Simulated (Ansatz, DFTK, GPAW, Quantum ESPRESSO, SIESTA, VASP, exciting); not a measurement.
**Si: 12 runs at one level of theory**

```xyz
2
Lattice="0.0000 2.7219 2.7219 2.7219 0.0000 2.7219 2.7219 2.7219 0.0000" Properties=species:S:1:pos:R:3 pbc="T T T"
Si    2.7219    2.7219    2.7219
Si    4.0828    4.0828    4.0828
```

Alike in all runs: task band structure; functional PBE; k mesh 8 × 8 × 8; occupations fermi-dirac, width 0.05 eV; no spin polarisation; no spin-orbit coupling. Pressure is positive in compression and, in plane waves, holds the error of the finite cutoff, which Ansatz's Pulay term estimates and takes out. Gaps are the smaller of the mesh's and the band path's.

| program and potentials | plane-wave cutoff (eV) | notes | band gap (eV) | pressure (GPa) |
| --- | --- | --- | --- | --- |
| DFTK, SPMS 1.0 (PBE) | 1225 | - | 0.58 | 1.26 |
| VASP, PBE PAW files Si, 520 eV | 520 | - | 0.59 | 1.27 |
| DFTK, in-house norm-conserving set (PBE, scalar relativistic) | 490 | - | 0.58 | 1.28 |
| DFTK, SG15 1.2 (PBE) | 1225 | - | 0.57 | 1.70 |
| VASP, PBE PAW files Si, release 54, 520 eV | 520 | - | 0.60 | 1.27 |
| DFTK, PseudoDojo SR PBE 0.5 stringent (PBE) | 490 | - | 0.58 | 1.25 |
| exciting, all-electron LAPW+lo, shipped species files, valence relativity iora* | - | - | 0.59 | - |
| Quantum ESPRESSO, PseudoDojo 0.4.1 SR PBE standard | 490 | - | 0.59 | 1.25 |
| VASP, PBE PAW files Si, release 54, 500 eV | 500 | - | 0.59 | 1.26 |
| GPAW, GPAW PAW data sets (gpaw-data 1.2.1) | 600 | - | ? | ? |
| Ansatz, Ansatz PAW (files of its older set among them) | 460 | Pulay term of +0.02 GPa included | 0.59 | 1.33 |
| SIESTA, files PseudoDojo sr-pbe-0.4.1-standard, TZP (energy shift 0.002 Ry) | - | atomic basis | 0.59 | 2.32 |

Problem. Estimate from the other rows what the run with GPAW, GPAW PAW data sets (gpaw-data 1.2.1) gave.

Solution. Band gap 0.58 eV; pressure 1.61 GPa. The other rows, which needn't bracket it: band gap 0.57 to 0.60; pressure 1.25 to 2.32.
